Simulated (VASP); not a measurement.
**Zn7O8 (a cell with a defect): single point with PBE**

The system is Zn7O8 (a cell with a defect).

```
CELL_PARAMETERS angstrom
3.35312 5.80777 0.00000
-3.35312 5.80777 0.00000
0.00000 0.00000 5.22930
ATOMIC_POSITIONS crystal
Zn 0.16700 0.16604 0.98867
Zn 0.33456 0.33366 0.49007
Zn 0.16100 0.66908 0.99603
Zn 0.33465 0.83090 0.49001
Zn 0.66998 0.16009 0.99601
Zn 0.83186 0.33360 0.49003
Zn 0.67006 0.66906 0.99606
O 0.16701 0.16604 0.37875
O 0.33319 0.33225 0.87496
O 0.20149 0.64884 0.36643
O 0.33323 0.83366 0.87495
O 0.64977 0.20052 0.36644
O 0.83463 0.33223 0.87493
O 0.64986 0.64882 0.36647
O 0.83369 0.83276 0.91620
```

| Property | Result |
| --- | --- |
| Program | VASP 6.6.1 |
| Task | single point |
| Functional | PBE |
| Potentials or basis | VASP PAW PBE potentials, release 64 (Zn, O) |
| Cutoff | 520 eV |
| k mesh | 3 × 3 × 3 |
| Occupations | methfessel-paxton, width 0.15 eV |
| Spin | no spin polarisation |
| Dipole correction | no |
| Further INCAR settings | LREAL = Auto; ALGO = Fast; EDIFF = 1e-06; NBANDS = 79 |

The pressure is -3.0 GPa. The largest force is 0.053 eV/Å and the band gap on the k mesh is none (metal or under the smearing width).

Forces in eV/Å, atoms in the order of the input:
```
Zn   0.001  0.001  0.003
Zn   0.001 -0.031  0.011
Zn   0.009  0.006 -0.035
Zn  -0.026  0.014  0.013
Zn  -0.009  0.005 -0.034
Zn   0.027  0.016  0.012
Zn   0.000 -0.011 -0.036
O   -0.001  0.002 -0.003
O    0.000 -0.001  0.012
O   -0.041 -0.022  0.025
O   -0.001  0.000  0.012
O    0.040 -0.024  0.025
O    0.000  0.000  0.013
O   -0.001  0.047  0.023
O    0.001 -0.001 -0.039
```

Stress tensor (GPa, compression positive):
```
-4.27  0.00  0.00
 0.00 -4.28  0.00
 0.00  0.00 -0.52
```

Levels at points of the mesh, in eV from the Fermi level:
| k point | band 62 | band 63 | band 64 | band 65 | band 66 | band 67 | band 68 | band 69 | band 70 | band 71 |
| --- | --- | --- | --- | --- | --- | --- | --- | --- | --- | --- |
| (0.00, 0.00, 0.00) | -0.40 | -0.38 | -0.38 | 0.17 | 0.21 | 0.21 | 1.54 | 5.49 | 6.05 | 6.06 |

Wall time 4.8 min on 1 thread of Intel(R) Xeon(R) 6975P-C (Granite Rapids) (shared host), peak memory 0.39 GiB.

Caveat: the k mesh is coarse (spacing up to 0.40 Å⁻¹), so the values aren't converged.
